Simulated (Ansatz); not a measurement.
V (simple hexagonal type), DFT, PBE, all-electron LAPW, scalar-relativistic (Ansatz 0.2.0), on 1 thread of AMD EPYC 7R43 64-Core Processor (Zen 3) (shared host).

Command: `ansatz run input.yaml --threads 1 --pin off --max-ram 2048MiB --backend cpu --events-out ev --progress --plain --runs-dir out`

```yaml
crystal:
  lattice:
    - [2.364284369, 0.0, 0.0]
    - [-1.1821421845, 2.0475303253, 0.0]
    - [0.0, 0.0, 2.1999185349]
  atoms:
    - { symbol: V, position: [0.0, 0.0, 0.0] }
kpoints:
  mp_grid: { grid: [17, 17, 15] }
scf:
  occupations: { method: fermi_dirac, width: 0.05 }
hamiltonian:
  xc: pbe
  pseudopotentials: { kind: all_electron, lapw: { basis_error: 0.001 } }
output:
  forces: true
  stress: true
  eigenvalues: true
  populations: true
```

(1) How large is the problem that the program sets up?

(2) About how long does it take?

## Answers

(1) 264 irreducible k-points, 187 plane waves at Γ, 14 bands.

(2) 14 s of wall time for 6 SCF iterations. Times on shared machines scatter by tens of per cent.
